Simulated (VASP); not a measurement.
Mg, 2 atoms in the cell. The structure is hexagonal, space group P6_3/mmc (No. 194). Conventional cell: a = 3.180 Å, b = 3.180 Å, c = 5.160 Å, α = 90.00°, β = 90.00°, γ = 120.00°. Mg (site symmetry -6m2) is surrounded by 12 Mg at 3.17 to 3.18 Å. The cell was built by a generator and needn't be a form met in nature.

| Property | Result |
| --- | --- |
| Program | VASP 6.6.1 |
| Task | single point |
| Functional | PBEsol |
| Dispersion | D3(BJ) |
| Potentials or basis | VASP PAW PBE potentials, release 64 (Mg) |
| Cutoff | 520 eV |
| k mesh | 6 × 6 × 4 |
| Occupations | gaussian, width 0.1 eV |
| Spin | no spin polarisation |
| Dipole correction | no |
| Further INCAR settings | ALGO = Normal; EDIFF = 1e-07; NBANDS = 9 |

Potentials or basis: VASP PAW PBE potentials, release 64 (Mg).

Run with:

```sh
$ cat potpaw_PBE.64/Mg/POTCAR > POTCAR
$ mpirun -np 1 vasp_std > vasp.out
```

Hardware: 1 thread of Intel(R) Xeon(R) Platinum 8559C (Emerald Rapids), with other jobs on the host.

Q: How long does it take, and how much memory?

A: Run time: 5.5 s on 1 thread of Intel(R) Xeon(R) Platinum 8559C (Emerald Rapids), on a shared host, peak memory 0.16 GiB. Counts: scf iterations 11, k points 21.
